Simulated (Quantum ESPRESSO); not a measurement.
The system is MoS2.

```
CELL_PARAMETERS angstrom
1.58000 0.91221 6.15000
-1.58000 0.91221 6.15000
0.00000 -1.82443 6.15000
ATOMIC_POSITIONS crystal
Mo 0.00000 0.00000 0.00000
S 0.41700 0.41700 0.41700
S 0.25000 0.25000 0.25000
```

Measurements of this composition are mostly on another form, of space group No. 194.

```yaml
Program: Quantum ESPRESSO 7.5
Task: phonons
Functional: LDA
Potentials_or_basis: GBRV 1.5 LDA
Cutoff: 612 eV
Density_cutoff: 4898 eV
k_mesh: 6 × 6 × 6, shifted
Occupations: fermi-dirac, width 0.05 eV
Spin: no spin polarisation
Form_of_the_LDA_correlation: PZ81
Mixing_beta: 0.5
Most_SCF_iterations: 120
SCF_threshold: 6e-10 Ry
```

The cell and the atoms were relaxed first, to 16.81 Å³/atom (a = 6.231 Å, b = 6.231 Å, c = 6.231 Å, α = 29.04°, β = 29.04°, γ = 29.04°), and the response was taken there.

The first run showed a gap, so the response started from a second, tighter run with fixed occupations.

Problem. Where do the zone-centre optical modes lie?

Solution. E at 292 cm⁻¹ (IR and Raman); E at 389 cm⁻¹ (IR and Raman); A1 at 416 cm⁻¹ (IR and Raman); A1 at 470 cm⁻¹ (IR and Raman). Polar modes are given without the macroscopic field (transverse values).

Optical modes at Γ, degenerate ones joined, polar ones without the macroscopic field:
```csv
cm⁻¹,components,symmetry,active in,"IR intensity, summed ((D/Å)²/amu)"
292,2,E,IR and Raman,0.00
389,2,E,IR and Raman,1.64
416,1,A1,IR and Raman,0.00
470,1,A1,IR and Raman,0.54
```

Zone-centre frequencies without and with the macroscopic field along z (cm⁻¹):
|  | optical modes in rising order |
| --- | --- |
| without | 292 292 389 389 416 470 |
| with the field | 292 292 389 389 416 473 |

Born effective charge tensors (e):
atom 1, Mo
```
-1.17  0.00  0.00
 0.00 -1.17  0.00
 0.00  0.00 -0.94
```
atom 2, S
```
0.57 0.00 0.00
0.00 0.57 0.00
0.00 0.00 0.40
```
atom 3, S
```
0.60 0.00 0.00
0.00 0.60 0.00
0.00 0.00 0.55
```

Caveat: the layers were relaxed without a dispersion term, so their spacing and the soft interlayer modes are unreliable.
